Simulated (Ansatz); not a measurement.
Free-standing chains of the atoms of Fe, named by their start (strip: triangular double chain, ladder: square double chain); atoms and period are relaxed, and energies count from relaxed bulk Fe (Im-3m, 11.35 Å³/atom, gap on the mesh 0.00 eV).

Computed with Ansatz, DFT PBE, scalar-relativistic, plane waves, PAW.

Settings: cutoff 420 eV, Γ-centred mesh 1×1×29 on the computed 1-atom cell, Gaussian smearing of 0.05 eV; collinear spin from starting moments 2.44 μB.

Start (linear chain):

```xyz
1
Lattice="9.0000 0.0000 0.0000 0.0000 9.3000 0.0000 0.0000 0.0000 2.2070" Properties=species:S:1:pos:R:3 pbc="T T T"
Fe    4.5000    4.6500    0.0000
```

Question: Give the relaxed structure and its energy.

Answer: The free energy falls by 15 meV/atom.

| Quantity | Value |
| --- | --- |
| excess energy (eV per host atom) | 3.242 |
| period (Å) | 2.265 |
| gap on the mesh (eV) | 0 |
| highest filled level or Fermi level under vacuum (eV) | 4.10 |
| size of the moment (μB per cell) | 3.31 |

Relaxed structure:
```
Fe
1.0
     9.00000    0.00000    0.00000
     0.00000    9.30000    0.00000
     0.00000    0.00000    2.26484
Fe
1
Direct
  0.50000 0.50000 0.00000
```

Each run keeps its start's symmetry and one magnetic start, so lower states can exist.

The run took 27 s on 2 threads of AMD EPYC 7R43 64-Core Processor (Zen 3) (shared host), peak memory 0.47 GiB.